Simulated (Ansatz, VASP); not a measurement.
# Ti: VASP beside Ansatz

INCAR

```
PREC     = Accurate       # precision mode
ENCUT    = 520            # plane-wave cutoff, eV
EDIFF    = 1E-6           # SCF threshold, eV
ISMEAR   = 0              # smearing method
SIGMA    = 0.2            # smearing width, eV
LREAL    = False          # projectors in reciprocal space
LASPH    = True           # aspherical terms in the spheres
NELM     = 100            # most SCF steps
ALGO     = Normal         # electronic algorithm
ISIF     = 2              # what is computed and relaxed
LWAVE    = False          # write WAVECAR
LCHARG   = True           # write CHGCAR
GGA      = PE             # functional
LELF     = True           # ELF
LVHAR    = True         
NBANDS   = 19             # bands
```

The input KPOINTS:

```
regular mesh
0
Gamma
  13 13 7
```

The input POSCAR:

```
Ti
1.0
    2.9384094506      0.0000000000      0.0000000000
   -1.4692047253      2.5447372309      0.0000000000
    0.0000000000      0.0000000000      4.6529805423
Ti
2
Direct
    0.3333333333      0.6666666667      0.2500000000
    0.6666666667      0.3333333333      0.7500000000
```

Input for Ansatz:

```yaml
crystal:
  lattice:
    - [2.9384094506, 0.0, 0.0]
    - [-1.4692047253, 2.5447372309, 0.0]
    - [0.0, 0.0, 4.6529805423]
  atoms:
    - { symbol: Ti, position: [0.3333333333, 0.6666666667, 0.25] }
    - { symbol: Ti, position: [0.6666666667, 0.3333333333, 0.75] }
kpoints:
  mp_grid: { grid: [13, 13, 7] }
scf:
  occupations: { method: gaussian, width: 0.2 }
hamiltonian:
  xc: pbe
  pseudopotentials: { kind: all_electron, lapw: { basis_error: 0.00025 } }
output:
  forces: true
  stress: true
  eigenvalues: true
```

Alike in both runs: task single point; functional PBE; k mesh 13 × 13 × 7; occupations gaussian, width 0.2 eV; no spin polarisation.

|  | VASP | Ansatz |
| --- | --- | --- |
| version | VASP 6.6.1 | Ansatz 0.2.0 |
| potentials or method | VASP PAW PBE potentials, release 64 (Ti_sv) | all-electron LAPW, scalar-relativistic |
| plane-wave cutoff (eV) | 520 | see its input |

```tsv
	VASP	Ansatz	Ansatz less VASP
pressure (GPa)	-0.2	0.0	+0.23
```

Ansatz ran all-electron here, so the differences hold the error of VASP's frozen core and of both bases.
